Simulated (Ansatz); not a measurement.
The system is Mg.

```
CELL_PARAMETERS angstrom
3.20930 0.00000 0.00000
-1.60465 2.77934 0.00000
0.00000 0.00000 5.21030
ATOMIC_POSITIONS crystal
Mg 0.66667 0.33333 0.75000
Mg 0.33333 0.66667 0.25000
```

| Item | Value |
| --- | --- |
| Program | Ansatz 0.2.0 |
| Task | relaxation of cell and atoms |
| Functional | RPBE |
| Potentials or basis | all-electron LAPW, scalar-relativistic |
| Basis error allowed | 0.001 eV/atom |
| k mesh | 10 × 10 × 5 |
| Occupations | fermi-dirac, width 0.05 eV |
| Spin | no spin polarisation |

At the start: volume 23.24 Å³/atom.

Where does the relaxation end?

Over 5 steps the energy falls by 3.4 meV/atom and the volume is 23.75 Å³/atom (+2.2 %); space group P6_3/mmc (No. 194, to 0.05 Å).

Step by step:
```
step  energy change (eV)  largest force (eV/Å)  volume (Å³)
   1              0.0000                0.0000        46.47
   2             -0.0045                0.0000        47.23
   3             -0.0068                0.0000        47.55
   4             -0.0068                0.0000        47.51
   5             -0.0068                0.0000        47.51
```

Final structure:
```xyz
2
Lattice="3.2015 0.0000 0.0000 -1.6007 2.7725 0.0000 0.0000 0.0000 5.3520" Properties=species:S:1:pos:R:3 pbc="T T T"
Mg    1.6007    0.9242    4.0140
Mg    0.0000    1.8484    1.3380
```
